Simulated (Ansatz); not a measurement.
## How the vibrations of Pt change with volume

Level of theory: DFT PBE, scalar-relativistic, plane waves, PAW in Ansatz 0.2.0. Cutoff 420 eV, 18×18×10 k-points (Γ-centred), Fermi-Dirac smearing of 0.15 eV. No spin polarisation. Phonons by linear response, acoustic sum rule imposed.

The cell, relaxed at this level:
```
Pt
1.0
     2.77437    0.00000    0.00000
    -1.38718    2.40267    0.00000
     0.00000    0.00000    4.73882
Pt
2
Direct
  0.66667 0.33333 0.75000
  0.33333 0.66667 0.25000
```

In a metal, frequencies depend on the k mesh and the smearing, soft modes most. Spin–orbit coupling is left out, which can shift energies with elements as heavy as these.

Cells at 0.98 and 1.02 times the equilibrium volume were relaxed in shape and atoms; γ = −d ln ν / d ln V, modes matched by rank.

Q: Give the optical frequencies at Γ (cm⁻¹) at the three volumes and the mode Grüneisen parameters.

A:
| 0.98 V | V | 1.02 V | γ | degeneracy |
| --- | --- | --- | --- | --- |
| 36 | 32 | 27 | 7.07 | 2 |
| 178 | 167 | 157 | 3.12 | 1 |

Q: What pressures hold the two strained cells, and what bulk modulus follows?

A: 5.09 GPa at 0.98 V and -4.47 GPa at 1.02 V, so B = −dP/d ln V ≈ 239 GPa.

This form isn't the element's structure at ambient conditions.

Cost: 6 runs of about 6.2 core-minutes in all, on Arm Neoverse V1 (shared hosts).